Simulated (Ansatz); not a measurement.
# BaTiO3, space group R3m: a calculation of the elastic constants

Computed with Ansatz's Python interface.

Run as a notebook:

**Cell 1**
```python
import ansatz as az
import numpy as np

structure = (
    az.Lattice.of((2.82737, 1.63238, 2.31839), (-2.82737, 1.63238, 2.31839), (0.0, -3.26476, 2.31839))
    .atom("Ba", (0.0, 0.0, 0.0))
    .atom("Ti", (0.4845, 0.4845, 0.4845))
    .atom("O", (0.5086, 0.5086, 0.0175))
    .atom("O", (0.0175, 0.5086, 0.5086))
    .atom("O", (0.5086, 0.0175, 0.5086))
)

[site.symbol for site in structure.resolved().sites]
```
Output:
```text
['Ba', 'Ti', 'O', 'O', 'O']
```

**Cell 2**
```python
calc = structure.calculation()
calc = calc.functional(az.Functional.PBESOL).occupations(az.OccupationsMethod.FIXED)
calc = calc.kpoints(6, 6, 6)
out = calc.elastic("clamped_ion").run(threads=1)
elastic = out.elastic
```
Output:
```text
DeckWarning: basis.ecutwfc = 420 eV, auto-derived from the records' recommended cutoffs: set by Ba (normal level)
```

**Cell 3**
```python
C = np.asarray(elastic.c_gpa)
for i in range(6):
    for j in range(i, 6):
        if abs(C[i, j]) > 0.05:
            print(f"C{i + 1}{j + 1} = {C[i, j]:.1f} GPa")
print("smallest eigenvalue of C:", round(elastic.stability.min_eigenvalue_gpa, 1), "GPa; tensor positive definite:", elastic.stability.min_eigenvalue_gpa > 0)
# averaged moduli need a positive definite tensor
if elastic.stability.min_eigenvalue_gpa > 0:
    m = elastic.moduli
    anisotropy = 5 * m.g_voigt_gpa / m.g_reuss_gpa + m.k_voigt_gpa / m.k_reuss_gpa - 6
    print(f"Voigt K {m.k_voigt_gpa:.1f} G {m.g_voigt_gpa:.1f}; Reuss K {m.k_reuss_gpa:.1f} G {m.g_reuss_gpa:.1f}; universal anisotropy index {anisotropy:.3f}")
```
Output:
```text
C11 = 324.6 GPa
C12 = 101.3 GPa
C13 = 89.0 GPa
C14 = -7.3 GPa
C22 = 324.6 GPa
C23 = 89.0 GPa
C24 = 7.3 GPa
C33 = 303.2 GPa
C44 = 99.6 GPa
C55 = 99.6 GPa
C56 = -7.3 GPa
C66 = 111.6 GPa
smallest eigenvalue of C: 96.2 GPa; tensor positive definite: True
Voigt K 167.9 G 107.1; Reuss K 167.5 G 106.3; universal anisotropy index 0.040
```

Caveats:
- The run is spin-unpolarised.
- Under fixed occupations the level called the Fermi level is the highest filled one on the SCF mesh; off the mesh a filled band can lie a little above it.
- A positive definite tensor excludes instabilities under uniform strain alone; phonons elsewhere in the zone can still be imaginary.
- These are clamped-ion constants: where atoms have free coordinates under strain, the relaxed-ion ones can be far smaller or negative, so this tensor doesn't settle whether the crystal is stable.
- The structure is a deposited one; some such entries were measured under pressure or heat, so a shift against it needn't be the functional's error alone.
- Warnings are shown shortened and without file and line.
- The constants belong to the cell that was strained; where it wasn't relaxed first it may be under stress.
- Finished in 2.4 min on 1 thread of Arm Neoverse V1 (shared host), peak memory 0.51 GiB.

(A comment or docstring line of the script was reworded after the run, the code is as it ran.)
